### Pressure of a squeezed or stretched ZnS cell: is there a way to estimate it by hand?

I am looking at these hybrid-functional results for zinc-blende ZnS. The cell is scaled equally in all directions, and the pressure is listed for each volume. Positive values mean that the crystal is being compressed, negative ones that it is being pulled apart.

Zinc-blende ZnS, computed with Ansatz 0.2.0 using the HSE06 hybrid functional, PAW potentials, a plane-wave cutoff of 420 eV and a 6×6×6 k mesh, without spin polarisation. The r2SCAN cell is scaled equally in all directions and the atoms are held fixed. Pressure and stress are positive in compression.

| volume (Å³/atom) | shortest distance (Å) | pressure (GPa) | stress xx (GPa) | stress zz (GPa) |
| --- | --- | --- | --- | --- |
| 17.300 | 2.240 | 14.600 | 14.600 | 14.600 |
| 17.637 | 2.254 | 12.100 | 12.100 | 12.100 |
| 17.968 | 2.268 | 9.900 | 9.900 | 9.900 |
| 18.001 | 2.270 | 9.700 | 9.700 | 9.700 |
| 19.554 | 2.333 | 1.600 | 1.600 | 1.600 |
| 21.231 | 2.398 | -4.000 | -4.000 | -4.000 |
| 22.572 | 2.447 | -7.100 | -7.100 | -7.100 |

At first I treated the crystal as a spring, with pressure proportional to the change in volume. But the first and last rows lie almost equally far from the volume at which the pressure vanishes, and one shows 14.6 GPa while the other shows only -7.1 GPa. Is there a simple rule that gets both right, and how far can I trust it?

### Answer

Near zero pressure, a volume change of one percent costs about three quarters of a gigapascal. Since the volume goes as the cube of the edge, one percent on the edge costs a little over 2 GPa. Those two figures are enough for small strains. For the larger ones in your table you also need to know how the stiffness itself changes.

In your spring, every cubic ångström of volume change costs the same pressure. In the crystal it does not. The bulk modulus $B=-V\,dP/dV$, with $P$ the pressure and $V$ the volume per atom, measures the resistance to a relative change of volume. Taken from neighbouring rows, it is about 130 GPa between the two smallest cells and about 51 GPa between the two largest. Over that span it grows by about 4.2 GPa for each gigapascal of pressure.

The physical reason is the shape of the energy curve of a bond. When zinc and sulfur are pushed together, the repulsion between their overlapping electron clouds rises much faster than the attraction, so each further step inwards adds more to the force than the last. When they are pulled apart, the tension still grows at first, but each further step adds less to it. This explanation comes from general knowledge of bonding; the table shows the changing stiffness but does not split it into attraction and repulsion.

The rule follows if the stiffness grows in proportion to the pressure, with the growth rounded to 4:

$$-V\frac{dP}{dV}=B_0+4P .$$

Here $B_0$ is the bulk modulus at zero pressure. Collecting $P$ on one side and $V$ on the other, and integrating from the zero-pressure volume $V_0$, gives

$$\frac14\ln\frac{B_0+4P}{B_0}=\ln\frac{V_0}{V},
\qquad
P=\frac{B_0}{4}\left[\left(\frac{V_0}{V}\right)^4-1\right].$$

This is the Murnaghan equation with its exponent set to 4. For this crystal at this level of theory, the two remaining constants are close to $V_0=20$ Å³/atom and $B_0/4=18.5$ GPa. A fourth power needs no more than squaring twice.

Take the smallest cell, 17.300 Å³/atom:

1. Divide: $20/17.3=1.156$.
2. Square twice: $1.336$, then $1.786$.
3. Subtract one and multiply: $0.786\times18.5\ \text{GPa}\approx14.5$ GPa.

The calculation gave 14.6 GPa. A spring with the same stiffness at zero pressure would give only 10 GPa, so it misses nearly a third of the pressure in this cell.

Now take the largest cell, 22.572 Å³/atom. The ratio is 0.886, and squaring it twice gives 0.616. Subtracting one leaves $-0.384$, and multiplying by 18.5 GPa gives $-7.1$ GPa, as in the table. Here the spring gives too strong a tension, $-9.5$ GPa, because it ignores the softening. That is the lopsidedness you noticed: the same law makes the crystal hard to squeeze and easier to stretch.

Over the whole table the rule stays within 0.15 GPa of the computed pressure. The largest miss is at 19.554 Å³/atom, where it amounts to about 9 percent of the tabulated value, because the pressure there is itself small; a part of this miss is rounding in the table. Near zero pressure, then, judge the estimate by its error in gigapascals. The agreement is partly built in, since the constants were fitted to all seven rows, both worked examples included, and then rounded.

A fairer test fits the same formula only to the five cells below 20 Å³/atom and lets it predict the two stretched ones. It then gives too much tension in both, by at most 0.3 GPa, or about 4 percent of the pressure in the largest cell. With the exponent kept at 4, data from compression thus carry over to moderate stretching with a modest loss of accuracy. That exponent was itself chosen with the stretched cells in view, so the test is not fully independent.

The runs carry a warning that their stresses are loosely converged, so it is worth comparing them with the total energies, which played no part in the fit. Integrating the rule over volume predicts that squeezing the 19.554 cell to 17.300 Å³/atom raises the energy by 211 meV per two-atom cell; the energies themselves give 210 meV. For stretching to the largest cell the figures are 121 and 124 meV. The warning therefore does not undermine the trend. The printed analysis below has the comparison for every row.

In use, the weak point is $V_0$. Taking it one percent too large adds about 1.3 GPa to the estimate for the smallest cell, far more than the error of the formula. The 19.554 row shows how this happens: that cell was taken unstrained from another functional, r2SCAN, and the hybrid functional still finds 1.6 GPa in it. Take $V_0$ from the same method as the pressures you want to reproduce, or from measurement if you want to estimate a real sample.

The rule also has a range. Under ever stronger stretching it levels off at $-18.5$ GPa and never turns back, whereas a real crystal reaches a greatest tension and then gives way. In the other direction, real ZnS is expected to change to the denser rocksalt structure at a pressure not far from the highest in your table. These cells were all kept in the zinc-blende structure, so neither the table nor the rule can signal the change. Nor does the rule cover a film strained only in its plane, because every cell here was scaled equally in all directions.

For a similar crystal, start from its own zero-pressure volume and bulk modulus and keep the 4 as a first guess. If you have pressures at several volumes, check that guess as was done here: work out the stiffness at both ends and see how much it grows per gigapascal.

Output of the analysis:

```
fit of pressure on 7 rows: constant -18.62 +/- 0.074, coefficient of q 18.58 +/- 0.055; rms 0.0518, worst 19.554 0.111, leave-one-out rms 0.0769
Fitted stiffness at zero pressure B0 (GPa): 74.49
Fitted volume at zero pressure V0 (Å³/atom): 19.99
fit of pressure on 5 rows (vol < 20): constant -18.95 +/- 0.054, coefficient of q 18.79 +/- 0.035; rms 0.0143, worst 18.001 -0.0221, leave-one-out rms 0.0365
  rows outside the fit (model, value, miss): 21.231 -4.157, -4, -0.157; 22.572 -7.372, -7.1, -0.272
Hand rule 18.5 GPa*((20/V)^4 - 1), spring and energies:
     row   ratio  fourth_power  rule_GPa  rule_less_computed_GPa  spring_GPa  energy_rise_computed_meV_per_cell  energy_rise_from_rule_meV_per_cell
    17.3   1.156         1.786     14.55                -0.05488        9.99                              210.1                               210.9
  17.637   1.134         1.654     12.09               -0.009058       8.743                              153.8                                 155
  17.968   1.113         1.535     9.898               -0.001673       7.518                              108.4                               109.6
  18.001   1.111         1.524     9.691               -0.009344       7.396                              104.3                               105.6
  19.554   1.023         1.094     1.746                  0.1465        1.65                                  0                                   0
  21.231   0.942        0.7875    -3.932                 0.06833      -4.555                              29.67                               26.94
  22.572  0.8861        0.6164    -7.097                0.002801      -9.516                              124.2                               120.6
Largest miss of the hand rule (GPa): 0.1465
Root mean square miss of the hand rule (GPa): 0.06471
Largest miss of the constant spring (GPa): 4.61
Stiffness between the two smallest cells (GPa): 129.6
Stiffness between the two largest cells (GPa): 50.63
Growth of stiffness per GPa of pressure between these ends: 4.178
Change of the estimate at the smallest cell if V0 is taken 1 percent larger (GPa): 1.342
Pressure at which the rule levels off for endless stretching (GPa): -18.5
```
